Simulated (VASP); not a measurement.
Input of a VASP 6.6.1 run:

INCAR

```
SYSTEM = MnF2
  PREC = Accurate
  ENCUT = 600
  EDIFF = 1E-6
  ISMEAR = -1
  SIGMA = 0.05
  LREAL = .FALSE.
  LASPH = .TRUE.
  NELM = 120
  ALGO = Fast
  ISIF = 3
  LWAVE = .FALSE.
  LCHARG = .FALSE.
  ISPIN = 2
  MAGMOM = 4 4 0 0 0 0
  LORBIT = 11
  LMAXMIX = 4
  GGA = PE
  IBRION = 2
  NSW = 60
  EDIFFG = -0.005
```

File KPOINTS:

```
Automatic mesh
0
G
  5 5 6
  0 0 0
```

File POSCAR:

```
MnF2
1.0
    4.8738000000      0.0000000000      0.0000000000
    0.0000000000      4.8738000000      0.0000000000
    0.0000000000      0.0000000000      3.3107000000
Mn F
2 4
Direct
    0.5000000000      0.5000000000      0.5000000000
    0.0000000000      0.0000000000      0.0000000000
    0.8053000000      0.1947000000      0.5000000000
    0.6947000000      0.6947000000      0.0000000000
    0.1947000000      0.8053000000      0.5000000000
    0.3053000000      0.3053000000      0.0000000000
```

Potentials or basis: VASP PAW PBE potentials, release 64 (Mn_pv, F).

The run is started by

```console
$ cat potpaw_PBE.64/Mn_pv/POTCAR potpaw_PBE.64/F/POTCAR > POTCAR
$ mpirun -np 1 vasp_std > vasp.out
```

Question: Estimate the relaxed volume.

Answer: 13.61 Å³/atom.

Question: Estimate the net moment.

Answer: 10.00 μB per cell.

Question: Estimate the relaxed cell.

Answer: a = 4.946 Å, b = 4.946 Å, c = 3.338 Å, α = 90.00°, β = 90.00°, γ = 90.00°.

The path:
| step | energy change (eV) | largest force (eV/Å) | pressure (GPa) | volume (Å³) |
| --- | --- | --- | --- | --- |
| 1 | 0.0000 | 0.0437 | 3.58 | 78.64 |
| 2 | -0.0320 | 0.0169 | -0.44 | 82.02 |
| 3 | -0.0326 | 0.0104 | 0.03 | 81.60 |
| 4 | -0.0326 | 0.0113 | -0.04 | 81.66 |
| 5 | -0.0330 | 0.0071 | -0.04 | 81.70 |
| 6 | -0.0332 | 0.0021 | -0.05 | 81.74 |
| 7 | -0.0333 | 0.0075 | -0.05 | 81.83 |
| 8 | -0.0333 | 0.0066 | -0.08 | 81.81 |
| 9 | -0.0333 | 0.0021 | -0.06 | 81.78 |
| 10 | -0.0333 | 0.0027 | -0.06 | 81.79 |
| 11 | -0.0333 | 0.0042 | -0.07 | 81.80 |
| 12 | -0.0333 | 0.0045 | -0.08 | 81.80 |
| 13 | -0.0333 | 0.0050 | 0.03 | 81.67 |

Caveat: only a ferromagnetic start was run, and an antiferromagnetic order may lie lower in energy. PBE usually gives volumes a little too large and moduli too small.
